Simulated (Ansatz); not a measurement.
GeO2 (rutile)

```yaml
crystal:
  lattice:
    - [4.48750, 0.00000, 0.00000]
    - [0.00000, 4.48750, 0.00000]
    - [0.00000, 0.00000, 2.90497]
  atoms:
    - { symbol: Ge, position: [0.00000, 0.00000, 0.00000] }
    - { symbol: Ge, position: [0.50000, 0.50000, 0.50000] }
    - { symbol: O, position: [0.30714, 0.30714, 0.00000] }
    - { symbol: O, position: [0.80714, 0.19286, 0.50000] }
    - { symbol: O, position: [0.19286, 0.80714, 0.50000] }
    - { symbol: O, position: [0.69286, 0.69286, 0.00000] }
```

Scan: atom 2 (Ge, nearest neighbour O at 1.899 Å; its periodic images, 2.9 Å or more away, move with it) is displaced towards the nearest neighbour, direction (-0.456, -0.456, -0.765) in Cartesian axes, by s. The other atoms stay.

These are PBE (plane waves to 420 eV, PAW, scalar-relativistic; Ansatz, a first-principles code) values and carry that method's errors. k mesh 6×6×9 (Γ-centred), Fermi-Dirac smearing 0.05 eV. The energy includes the smearing's −TS. Left out: 2 of 11 points, with atoms too close for the PAW data. GeO2 was relaxed with its symmetry unable to fall. The zero of ΔE is the undisplaced structure.

Successive frames, forces in eV/Å:

```csv
frame,ΔE (meV/cell),F on Ge1,F on Ge2,F on O3,F on O4,F on O5,F on O6
s = 0.000 Å,0,"(0.000, 0.000, 0.000)","(0.000, 0.000, 0.000)","(0.000, 0.000, 0.000)","(0.000, 0.000, 0.000)","(0.000, 0.000, 0.000)","(0.000, 0.000, 0.000)"
s = -0.114 Å,150,"(0.605, 0.605, -0.053)","(-1.594, -1.594, -1.657)","(0.347, 0.347, 0.473)","(-0.056, -0.024, 0.064)","(-0.024, -0.056, 0.064)","(0.722, 0.722, 1.109)"
s = -0.228 Å,659,"(1.202, 1.202, -0.097)","(-3.670, -3.670, -4.076)","(0.505, 0.505, 0.593)","(-0.139, -0.019, 0.131)","(-0.019, -0.139, 0.131)","(2.122, 2.122, 3.319)"
```

Task: What are the energy and the forces in the next frame, s = -0.342 Å?

Result: ΔE (meV/cell) = 1711.

| atom | Fx | Fy | Fz |
|---|---|---|---|
| Ge1 | 1.783 | 1.783 | -0.123 |
| Ge2 | -6.837 | -6.837 | -8.247 |
| O3 | 0.583 | 0.583 | 0.530 |
| O4 | -0.240 | 0.007 | 0.201 |
| O5 | 0.007 | -0.240 | 0.201 |
| O6 | 4.703 | 4.703 | 7.438 |

(For displaced atoms, the force is minus the slope of the energy, and its curvature is a force constant, which sets phonon frequencies.)
